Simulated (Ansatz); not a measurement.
Cu Kα1 powder pattern (kinematic, no thermal factors).
```json
{"2θ (°)": "20.00", "relative intensity": "17"}
{"2θ (°)": "26.17", "relative intensity": "100"}
{"2θ (°)": "35.01", "relative intensity": "26"}
{"2θ (°)": "39.02", "relative intensity": "8"}
{"2θ (°)": "39.56", "relative intensity": "29"}
{"2θ (°)": "40.64", "relative intensity": "5"}
{"2θ (°)": "44.23", "relative intensity": "47"}
{"2θ (°)": "49.44", "relative intensity": "4"}
{"2θ (°)": "51.66", "relative intensity": "12"}
{"2θ (°)": "53.84", "relative intensity": "25"}
{"2θ (°)": "54.70", "relative intensity": "1"}
{"2θ (°)": "55.95", "relative intensity": "2"}
{"2θ (°)": "57.61", "relative intensity": "22"}
{"2θ (°)": "62.79", "relative intensity": "13"}
{"2θ (°)": "63.94", "relative intensity": "8"}
{"2θ (°)": "65.85", "relative intensity": "14"}
{"2θ (°)": "67.73", "relative intensity": "2"}
{"2θ (°)": "73.96", "relative intensity": "2"}
{"2θ (°)": "74.66", "relative intensity": "4"}
{"2θ (°)": "76.46", "relative intensity": "5"}
{"2θ (°)": "77.53", "relative intensity": "2"}
{"2θ (°)": "79.99", "relative intensity": "3"}
{"2θ (°)": "83.83", "relative intensity": "4"}
{"2θ (°)": "85.20", "relative intensity": "7"}
{"2θ (°)": "85.56", "relative intensity": "11"}
{"2θ (°)": "87.29", "relative intensity": "3"}
{"2θ (°)": "87.99", "relative intensity": "4"}
```

The pattern is computed from a structure relaxed with Ansatz, DFT PBE, scalar-relativistic, plane waves, PAW. No spin polarisation. Its elements are P.

Question: Give the structure.

Answer: P.
Space group P6_422 (No. 181). a = 5.122 Å, b = 5.122 Å, c = 5.303 Å, α = 90.00°, β = 90.00°, γ = 120.00°
```
atom  site  symmetry       x       y       z
   P    6h       .2. 0.2901  0.0000  0.5000
```

A pattern alone doesn't exclude other cells with like lines; this is the one computed.

The cell was found from a structure generator's guess, not taken from experiment.
